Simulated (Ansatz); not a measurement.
# GeO2, pressure series

Base system: GeO2 (space group P3_121, No. 152; a = 5.093 Å, c = 5.768 Å).

Cell and atoms are relaxed at each pressure.

Method: PBE (Ansatz, a program for electronic structure, PAW, no spin-orbit coupling).

```
pressure (GPa)  volume per atom (Å³/atom)
--------------  -------------------------
-1                                 14.802
0                                  14.399
18                                 10.726
30                                  9.721
45                                      ?
60                                  8.358
```

Q: Fit the third-order Birch–Murnaghan form P(V) = (3B₀/2)[(V₀/V)^(7/3) − (V₀/V)^(5/3)]·[1 + (3/4)(B₀′ − 4)((V₀/V)^(2/3) − 1)] (squares taken in P) to the rows shown and predict the withheld row.

A: Least squares on the printed values gives V₀ = 14.356 Å³/atom, B₀ = 31.0 GPa, B₀′ = 4.6; this predicts 8.927 Å³/atom, and the run gives 8.921 Å³/atom, 0.006 lower.

Load acts through the strain it causes; cell and atoms are relaxed under it. Whether these cells are dynamically stable was not tested. Competing high-pressure phases were not computed.
